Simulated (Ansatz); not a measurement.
WS2:

```
W S
1.0
     1.57900    0.91164    6.16333
    -1.57900    0.91164    6.16333
     0.00000   -1.82327    6.16333
W S
1 2
Direct
  0.00000 0.00000 0.00000
  0.58100 0.58100 0.58100
  0.75030 0.75030 0.75030
```

Measurements of this composition are mostly on another form, of space group No. 194.

Base run:

* Program: Ansatz 0.2.0
* Functional: PBEsol
* Potentials or basis: all-electron LAPW, scalar-relativistic
* Cutoff: 265 eV
* Density cutoff: 1060 eV
* Basis error allowed: 0.002 eV/atom
* k mesh: 10 × 10 × 10
* Occupations: fermi-dirac, width 0.05 eV
* Spin: no spin polarisation

Its results: band gap on the k mesh 1.02 eV, indirect (least direct gap 2.23 eV); pressure -0.6 GPa; largest force 0.599 eV/Å.

Problem. The run is repeated on the same cell with these changes: functional from PBEsol to LDA. What comes out?

Solution. Band gap on the k mesh 0.99 eV, indirect (least direct gap 2.22 eV); pressure -3.6 GPa; largest force 0.585 eV/Å.

LDA binds more tightly than PBEsol, so the same cell stands under less pressure.

Caveats: spin-orbit coupling is left out, which moves the levels of the heavy elements.

A k mesh can miss the band edges.

Not every run made on this cell is shown here.
